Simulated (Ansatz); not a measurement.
**AlNi$_{3}$: do energies and stresses tell the same story?**

Level of theory: Ansatz 0.2.0, DFT PBE, scalar-relativistic, plane waves, PAW.

Settings: cutoff 420 eV, Γ-centred mesh 12×12×12 on the computed 4-atom cell, Gaussian smearing of 0.10 eV; collinear spin from starting moments 0 0.3 0.3 0.3 μB.

Relaxed cell: Pm-3m, a = 3.567 Å, b = 3.567 Å, c = 3.567 Å, α = 90.00°, β = 90.00°, γ = 90.00°, 4 atoms in the primitive cell. Whether it is the stable form of this composition wasn't checked.

Energies at zero smearing and pressures from the stress tensor, at volumes with shape and atoms relaxed:
```
V (Å³/atom) E − E(first) (meV/atom) P (GPa)
      9.982                     0.00    31.16
     10.322                   -55.44    21.30
     10.663                   -91.60    12.98
     11.003                  -111.47     5.95
     11.343                  -117.57     0.00
     11.683                  -112.05    -5.02
     12.024                   -96.69    -9.27
     12.477                   -63.54   -13.91
```

Task: Check P = −dE/dV between neighbouring volumes, and get the bulk modulus from the pressures alone.

Result: With 1 eV/Å³ = 160.2 GPa:
```
middle V (Å³/atom)  −ΔE/ΔV (GPa) mean P (GPa)
            10.152        26.104        26.229
            10.492        17.023        17.139
            10.833         9.354         9.462
            11.173         2.875         2.975
            11.513        -2.603        -2.509
            11.854        -7.230        -7.143
            12.251       -11.705       -11.587
```

The two differ by 0.13 GPa at most. The mean of two end pressures misses the average over a step by about ΔV² P″/12, up to 0.14 GPa here; with that taken off 0.03 GPa remains. The stress is the derivative of the free energy, not of the energy at zero smearing, and with free energies 0.01 GPa remains. Around V = 11.343 Å³/atom, the two neighbours give B = −V ΔP/ΔV = 11.343 × 10.97 / 0.681 = 182.8 GPa, against B0 = 182.0 GPa from the Birch–Murnaghan fit of the energies.

Only this magnetic start was tried.

Energies and stresses do tell the same story: once the finite steps and the electronic entropy are accounted for, 0.01 GPa remains. This suggests that the stress error from the incomplete plane-wave basis is small over this range. Errors that enter energy and stress alike, such as those of the functional, would escape the test.

The mean pressure lies above the energy slope in every row because P(V) is convex. The crystal stiffens under compression as kinetic energy and the overlap repulsion between ion cores and their neighbours rise steeply, while expansion weakens the metallic bonding and the Ni d–Al sp hybridisation more gradually. The excess shrinks with volume except in the last row, where the step is wider.

The same changing curvature probably explains most of the gap between 182.8 and 182.0 GPa, since a central difference across two finite steps slightly overestimates the local slope here. The bulk modulus measures resistance to uniform compression only, so it doesn't establish stability against shear.
